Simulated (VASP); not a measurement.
AlN:

```
Al N
1.0
     3.11300    0.00000    0.00000
    -1.55650    2.69594    0.00000
     0.00000    0.00000    4.98100
Al N
2 2
Direct
  0.33333 0.66667 0.00000
  0.66667 0.33333 0.50000
  0.33333 0.66667 0.38000
  0.66667 0.33333 0.88000
```

Base run:

| Item | Value |
| --- | --- |
| Program | VASP 6.6.1 |
| Functional | r2SCAN |
| Potentials or basis | VASP PAW PBE potentials, release 64 (Al, N) |
| Cutoff | 520 eV |
| k mesh | 8 × 8 × 5 |
| Occupations | fermi-dirac, width 0.02 eV |
| Spin | no spin polarisation |

Its results: band gap on the k mesh 4.90 eV, direct; pressure -1.3 GPa; largest force 0.125 eV/Å.

Problem. After a change of settings the same cell gave: band gap on the k mesh 4.15 eV, direct; pressure 0.2 GPa; largest force 0.132 eV/Å. Which change was it?
A. functional from r2SCAN to LDA; potentials or basis from VASP PAW PBE potentials, release 64 (Al, N) to VASP PAW LDA potentials, release 64 (Al, N)
B. functional from r2SCAN to PBEsol
C. functional from r2SCAN to HSE06; k mesh from 8 × 8 × 5 to 6 × 6 × 4

Solution. B.

r2SCAN gives the wider gap, since meta-GGAs in the generalised Kohn-Sham scheme recover part of the derivative discontinuity.

Caveats: the PAW data sets were made with another functional, which shifts forces and pressure a little.

Runs at the PBE level aren't shown here.
